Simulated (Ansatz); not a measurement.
ZnSe: experiment and calculation

**What was measured.**

A printed reference work, data compilation reports, for a bulk crystal of ZnSe at 300 K: lattice constant a 5.6685 ± 0.0004 Å.

“Alloy Disordering Effects on the Thermal Conductivity and Energy Gap Temperature Dependence of Cd1−xZnxSe Ternary Crystals Grown by the Bridgman Method”, 2023, pmc:10253836 reports, for a bulk crystal of ZnSe at 300 K: band gap 2.695 ± 0.003 eV (an exciton energy, a little under the gap).

A printed reference work, textbook reports, for a bulk crystal of ZnSe: high-frequency dielectric constant 5.9.

How close the calculation comes is told below.

All numbers below come from DFT PBE, scalar-relativistic, plane waves, PAW in Ansatz 0.2.0.

Settings: cutoff 420 eV, Γ-centred mesh 8×8×8 on the computed 2-atom cell, Gaussian smearing of 0.02 eV; no spin polarisation.

Relaxed structure, symmetry kept:

```
Zn Se
1.0
     0.00000    2.86592    2.86592
     2.86592    0.00000    2.86592
     2.86592    2.86592    0.00000
Zn Se
1 1
Direct
  0.00000 0.00000 0.00000
  0.25000 0.25000 0.25000
```

- Space group: F-43m (No. 216)
- Volume per atom: 23.54 Å³
- Formation energy from the elements' standard states (uncorrected): -0.713 eV/atom
- Kohn–Sham band gap: 1.15 eV, direct at Γ
- Löwdin character of the top 1 eV of the valence band: Se 4p 90 %
- Löwdin character of the lowest 1 eV of the conduction band: Zn 4s 56 %, Se 4p 21 %, Se 4s 20 %
- Electron masses at the edge by Cartesian direction of the standard setting (m_e; degenerate bands sorted by energy; no spin-orbit coupling): x: 0.091; y: 0.091; z: 0.091
- Hole masses at the edge by Cartesian direction of the standard setting (m_e; degenerate bands sorted by energy; no spin-orbit coupling): x: 0.63, 0.63, 0.095; y: 0.63, 0.63, 0.095; z: 0.63, 0.63, 0.095
- Bulk modulus: 57 GPa
- Its pressure derivative: 4.5
- Electronic dielectric constant xx, yy, zz of the standard setting (independent particles): 7.8, 7.8, 7.8
- Bader charges (e): Zn (1 in the cell) 0.75, Se (1 in the cell) -0.75

Measured lattice constant a of ZnSe: 5.6685 Å (300 K; a printed reference work, data compilation). This calculation gives 5.732 Å (+1.1 %). The calculation is for 0 K without zero-point motion. Against the measured band gap of ZnSe, 2.695 eV (an exciton energy, a little under the gap; 300 K; the paper above), the calculated 1.15 eV is off by -1.54 eV. So large a miss may mean another phase, state or a wrong row. Kohn–Sham gaps of semilocal functionals fall short of measured ones as a rule; spin-orbit coupling, left out here, would usually lower the calculated gap of a compound with heavy elements. A measured high-frequency dielectric constant of ZnSe is 5.9 (a printed reference work, textbook); the calculated 7.76 misses it by +31.5 %. Local fields are left out.